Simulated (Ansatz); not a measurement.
# Zone-centre phonons of CdO: input and output

Computed with DFT PBEsol, scalar-relativistic, plane waves, PAW (Ansatz).

Launched with:
```bash
ansatz run input.yaml --threads 1 --pin off --max-ram 4096MiB --backend cpu --events-out ev --progress --plain --runs-dir out
```

Input (bare energies are in eV):
```yaml
crystal:
  lattice:
    - [0.0, 2.3455408761, 2.3455408761]
    - [2.3455408761, 0.0, 2.3455408761]
    - [2.3455408761, 2.3455408761, 0.0]
  atoms:
    - { symbol: Cd, position: [0.0, 0.0, 0.0] }
    - { symbol: O, position: [0.5, 0.5, 0.5] }
basis:
  ecutwfc: 420
kpoints:
  mp_grid: { grid: [16, 16, 16] }
hamiltonian:
  xc: pbesol
scf:
  occupations: { method: fermi_dirac, width: 0.15 }
output:
  eigenvalues: true
phonons:
  method: dfpt
  eigenvectors: true
```

The end of the output:
```
--- Phonons (Γ-DFPT): 2 representative perturbations + reference, on 349 of 4096 k-points (Σ response iterations 8) ---
  k mesh reduced under 8 symmetry operations, with k and −k counted as one. Each operation leaves every solved perturbation unchanged. A smaller set is not used because it would not reduce the number of displacements ...
  ASR residual: 8.901e-5 → 0.000e0 eV/Å²; symmetrization residual: 1.028e-6 eV/Å²
  ASR residual per site (eV/Å²): 3.66e-5 8.90e-5
  Γ frequencies (cm⁻¹): 0.00 0.00 0.00 252.94 252.94 252.94
  non-analytic LO–TO correction: not included (Born effective charges unavailable; polar crystals: no LO–TO splitting at Γ)
```

Time: 40 s on 1 thread of Intel(R) Xeon(R) Platinum 8375C CPU @ 2.90GHz (Ice Lake) (shared host), peak memory 0.74 GiB.

In a metal, frequencies and elastic constants depend on the k mesh and the smearing, soft modes and shear constants most. A semilocal functional can close a gap that the real compound has.